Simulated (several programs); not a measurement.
# What each method gives for CuGaSe2 (ordering on zincblende)

An ordered 4-atom cell of CuGaSe2 on the zincblende lattice (P-4m2), relaxed with r2SCAN in Ansatz, was computed with several methods. It is tetragonal, P-4m2 (No. 115); a = 3.931 Å, c = 5.642 Å in the conventional setting, 21.79 Å³ an atom. Around Cu lie 4 Se at 2.40 Å; around Se lie 2 Cu at 2.40 Å and 2 Ga at 2.44 Å; around Ga lie 4 Se at 2.44 Å. The cell comes from a prototype generator: it can be a known phase or a hypothetical one. Spin polarisation is off.

```
Cu Se Ga
1.0
     3.93071    0.00000    0.00000
     0.00000    3.93071    0.00000
     0.00000    0.00000    5.64215
Cu Se Ga
1 2 1
Direct
  0.00000 0.00000 0.00000
  0.00000 0.50000 0.24278
  0.50000 0.00000 0.75722
  0.50000 0.50000 0.50000
```

Gaps and times are for a single point on this cell; volume and bulk modulus come from each method's own relaxation or energy curve at fixed shape, which is too stiff where a cell has free coordinates or axes. Times are rough, from shared hosts (Arm Neoverse V1), and each method has its own mesh and cell size. A double dagger marks a value from a curve with shape and coordinates held. PM6 (MOPAC), PM7 (MOPAC), GFN1-xTB (tblite), GFN2-xTB (tblite) treat a cluster of cells at its zone centre, which samples few k points: where these miss a band edge, the gap comes out too large for that reason alone. Gaps from k meshes are read at a limited set of points (mesh, symmetry points, PBE's band edges), so each method's own least gap may be somewhat smaller. xTB and the PM methods were fitted mostly to molecules, and can miss a solid's gap by electronvolts. Minimal bases can be far off for gaps. Times of the plane-wave ladder aren't listed, since it ran on unlike processors and cards. d marks a direct gap, i an indirect one (no mark: not told apart), a dash a value that wasn't computed or didn't pass its checks.

| method | kind | gap (eV) | own volume (Å³/atom) | bulk modulus (GPa) | atoms computed | processor time |
| --- | --- | --- | --- | --- | --- | --- |
| PBEsol | semilocal | – | 21.49 | – | 4 | – |
| light PBE (260 eV and a coarse mesh) | light plane-wave | 0.03 d | – | – | 4 | 2 s |
| PM7 (MOPAC) | semi-empirical | 2.54 | – | – | cluster | 4.7 s |
| GFN1-xTB (tblite) | tight binding | 0 | 22.74‡ | 68‡ | cluster | 6.2 s |
| GFN2-xTB (tblite) | tight binding | 1.83 | – | – | cluster | 7.5 s |
| PBE/single zeta (GPAW) | small basis | overlap 0.12 | – | – | 4 | 9.1 s |
| PBE/SZV (CP2K) | small basis | 0 | – | – | 4 | 9.8 s |
| PBE | semilocal | 0 | 22.66 | 60‡ | 4 | – |
| LDA | semilocal | 0 | 20.81 | – | 4 | – |
| r2SCAN | semilocal | 0.23 d | 21.79 | 70‡ | 4 | – |
| PBE/DZVP (CP2K) | small basis | 0 | 23.02‡ | 59‡ | 4 | 29 s |
| PBE+SOC | semilocal | 0.07 d | – | – | 4 | – |
| PBE0 | hybrid | 1.61 d | – | – | 4 | – |
| PM6 (MOPAC) | semi-empirical | 2.50 | – | – | cluster | 4.5 min |
| HSE06 | hybrid | 0.97 d | 22.16 | – | 4 | – |

Against HSE06 (0.97 eV) and with closed or daggered gaps left aside, the nearest gap at the points sampled is that of PBE0 (+0.64 eV) and the farthest that of PM7 (MOPAC) (+1.57 eV). HSE06 is only a yardstick of convenience, and nearness to it can be luck.

Volumes against r2SCAN's: PBEsol -1.4 %, PBE +4.0 %, LDA -4.5 %, HSE06 +1.7 %.

With PBE the bands overlap or touch, or nearly. Semilocal functionals can close a real gap, so this doesn't show a metal; small gaps of other methods may in turn close between the points read or with spin-orbit coupling, and the solid may be a semimetal.

Only the rows marked +SOC include spin-orbit coupling.
